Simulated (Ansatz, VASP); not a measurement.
**BN: VASP beside Ansatz**

Contents of INCAR:

```
SYSTEM = BN
  PREC = Accurate
  ENCUT = 520
  EDIFF = 1E-8
  ISMEAR = -1
  SIGMA = 0.03
  LREAL = .FALSE.
  LASPH = .TRUE.
  NELM = 80
  ALGO = Normal
  ISIF = 2
  LWAVE = .FALSE.
  LCHARG = .FALSE.
  GGA = PE
  LEFG = .TRUE.
  NBANDS = 11
```

File KPOINTS:

```
regular mesh
0
G
  13 13 13
  0 0 0
```

The input POSCAR:

```
BN
1.0
    0.0000000000      1.8312856224      1.8312856224
    1.8312856224      0.0000000000      1.8312856224
    1.8312856224      1.8312856224      0.0000000000
B N
1 1
Direct
    0.0000000000      0.0000000000      0.0000000000
    0.7500000000      0.7500000000      0.7500000000
```

Input for Ansatz:

```yaml
crystal:
  lattice:
    - [0.0, 1.8312856224, 1.8312856224]
    - [1.8312856224, 0.0, 1.8312856224]
    - [1.8312856224, 1.8312856224, 0.0]
  atoms:
    - { symbol: B, position: [0.0, 0.0, 0.0] }
    - { symbol: "N", position: [0.75, 0.75, 0.75] }
kpoints:
  mp_grid: { grid: [13, 13, 13] }
scf:
  occupations: { method: fermi_dirac, width: 0.03 }
hamiltonian:
  xc: pbe
  pseudopotentials: { kind: paw }
output:
  forces: true
  stress: true
  eigenvalues: true
  efg: { contact_densities: true }
  write_density: true
  write_potential: true
  elf: true
  volumetric_format: npy
```

Change from the starting cell: volume scaled by 1.04, PAW files.

Alike in both runs: task electric field gradients; functional PBE; k mesh 13 × 13 × 13; occupations fermi-dirac, width 0.03 eV; no spin polarisation.

|  | VASP | Ansatz |
| --- | --- | --- |
| version | VASP 6.6.1 | Ansatz 0.2.0 |
| potentials or method | VASP PAW PBE potentials, release 64 (B, N) | PAW with Ansatz's default frozen-core files, scalar-relativistic |
| plane-wave cutoff (eV) | 520 | 420 |
| valence electrons in the cell | 8 | 8 |

|  | VASP | Ansatz | Ansatz less VASP |
| --- | --- | --- | --- |
| gap on the k mesh at the Fermi level (eV) | 4.49 | 4.50 | +0.011 |
| pressure (GPa) | -10.8 | -10.9 | -0.14 |
| Vzz of the field gradient on the site that differs most (V/Å²) | 0.0 | 0.0 | 0.00 |

Caveats: an odd mesh through Γ misses points on the zone boundary, where band edges often lie.
